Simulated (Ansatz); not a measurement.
Ga:

```xyz
1
Lattice="2.7165 0.0000 0.0000 0.0000 2.7165 0.0000 0.0000 0.0000 2.7165" Properties=species:S:1:pos:R:3 pbc="T T T"
Ga    0.0000    0.0000    0.0000
```

The cell was built by a generator and needn't be a form met in nature.

* Program: Ansatz 0.2.0
* Task: relaxation of cell and atoms
* Functional: PBE
* Dispersion: D4
* Potentials or basis: Ansatz PAW
* Cutoff: 420 eV (not typed: the program's choice for these potentials)
* k mesh: 10 × 10 × 10
* Occupations: fermi-dirac, width 0.05 eV
* Spin: no spin polarisation

At the start: volume 20.05 Å³/atom.

Q: Where does the relaxation end?

A: It ends after 5 steps and the volume is 18.65 Å³/atom (-6.9 %); space group Pm-3m (No. 221, to 0.05 Å).

Step by step:
```
step  energy change (eV)  largest force (eV/Å)  volume (Å³)
   1              0.0000                0.0000        20.05
   2             -0.0148                0.0000        19.00
   3             -0.0158                0.0000        18.52
   4             -0.0160                0.0000        18.65
   5             -0.0156                0.0000        18.65
```

Final structure:
```yaml
crystal:
  lattice:
    - [2.65212, 0.00000, 0.00000]
    - [0.00000, 2.65212, 0.00000]
    - [0.00000, 0.00000, 2.65212]
  atoms:
    - { symbol: Ga, position: [0.00000, 0.00000, 0.00000] }
```

Caveat: the plane-wave basis is chosen anew once the cell has moved, so the energies of steps on either side of that aren't comparable; pairwise dispersion overbinds metals, which lowers pressure and volume.
